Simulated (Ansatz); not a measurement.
Crystal: BN.

```xyz
2
Lattice="0.0000 1.8130 1.8130 1.8130 0.0000 1.8130 1.8130 1.8130 0.0000" Properties=species:S:1:pos:R:3 pbc="T T T"
N     0.9065    0.9065    0.9065
B     0.0000    0.0000    0.0000
```

The cell is a database's computed one.

Base run:

```yaml
Program: Ansatz 0.2.0
Functional: HSE06
Potentials_or_basis: all-electron PAW datasets made for the crystal
Cutoff: 580 eV
Density_cutoff: 2320 eV
k_mesh: 8 × 8 × 8
Occupations: fermi-dirac, width 0.05 eV
Spin: no spin polarisation
```

Its results: band gap on the k mesh 5.77 eV, indirect (least direct gap 10.52 eV).

Q: After a change of settings the same cell gave: band gap on the k mesh 4.46 eV, indirect (least direct gap 8.78 eV). Which change was it?
A. functional from HSE06 to PBE; cutoff from 580 eV to 520 eV; density cutoff from 2320 eV to 2600 eV
B. k mesh from 8 × 8 × 8 to 10 × 10 × 10
C. functional from HSE06 to PBE0; k mesh from 8 × 8 × 8 to 10 × 10 × 10

A: A.

HSE06 gives the wider gap, since exact exchange removes part of the self-interaction.

Not every run made on this cell is shown here.
